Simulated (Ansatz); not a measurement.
A crystal relaxed with r2SCAN in Ansatz has space group F-43m (No. 216) and a = 6.559 Å.

```csv
atom,site,x,y,z
Xx,4a,0.0000,0.0000,0.0000
Sb,4d,0.2500,0.2500,0.7500
```

r2SCAN gives a direct gap of 0.01 eV at Γ. (This is within a few times the smearing of 0.02 eV, so the filling near the edges can be smeared.) HSE06 gives a direct gap of 0.30 eV at Γ. Meshes: r2SCAN 6×6×6, HSE06 4×4×4.

Problem. Which element is Xx?
A. B
B. Tl
C. Ga
D. In

Solution. D. Xx is In: zincblende InSb. In is surrounded by 4 Sb at 2.84 Å; Sb is surrounded by 4 In at 2.84 Å.

Calculated for a static, non-magnetic cell.

No spin-orbit coupling is included; it can move band edges with weight on the heavy atoms by tenths of an eV.

Gaps or overlaps of about a tenth of an eV are at the limit of these meshes: between the points read a gap can be smaller or closed.

The meshes of the hybrids are coarse, so their gaps aren't converged to the digits shown.
